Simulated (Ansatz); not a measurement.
# CoSi2 (fluorite type): the cost of one run

Method: DFT PBE, with the methods named in each step, in Ansatz 0.2.0.

### Step 1. The starting structure

The structure is cubic, space group Fm-3m (No. 225). The conventional cell has a = 5.294 Å, b = 5.294 Å, c = 5.294 Å, α = 90.00°, β = 90.00°, γ = 90.00°. Co (site symmetry m-3m) is surrounded by 8 Si at 2.29 Å. Around Si (site symmetry -43m) lie 4 Co at 2.29 Å.

As a file:

```xyz
3
Lattice="0.0000 2.6470 2.6470 2.6470 0.0000 2.6470 2.6470 2.6470 0.0000" Properties=species:S:1:pos:R:3 pbc="T T T"
Co    0.0000    0.0000    0.0000
Si    1.3235    1.3235    1.3235
Si    3.9706    3.9706    3.9706
```

Atoms are numbered in the order of the input: Co1, Si2, Si3.

### Step 2. Cell relaxed at zero pressure, PAW

The input, input.yaml:

```yaml
crystal:
  lattice:
    - [0.0, 2.647034466, 2.647034466]
    - [2.647034466, 0.0, 2.647034466]
    - [2.647034466, 2.647034466, 0.0]
  atoms:
    - { symbol: Co, position: [0.0, 0.0, 0.0] }
    - { symbol: Si, position: [0.25, 0.25, 0.25] }
    - { symbol: Si, position: [0.75, 0.75, 0.75] }
kpoints:
  mp_grid: { grid: [11, 11, 11] }
scf:
  occupations: { method: fermi_dirac, width: 0.08 }
hamiltonian:
  xc: pbe
  pseudopotentials: { kind: paw }
output:
  forces: true
  stress: true
relax:
  f_tol: 0.005
  max_steps: 40
  cell: {}
```

Launch:

```
$ ansatz run input.yaml --threads 2 --pin off --max-ram 5120MiB --backend cpu --events-out ev --progress --plain --runs-dir out
```

What time and memory should one allow on 2 threads of Arm Neoverse V2, shared host?

About 4.7 s, with a peak of 0.34 GiB.
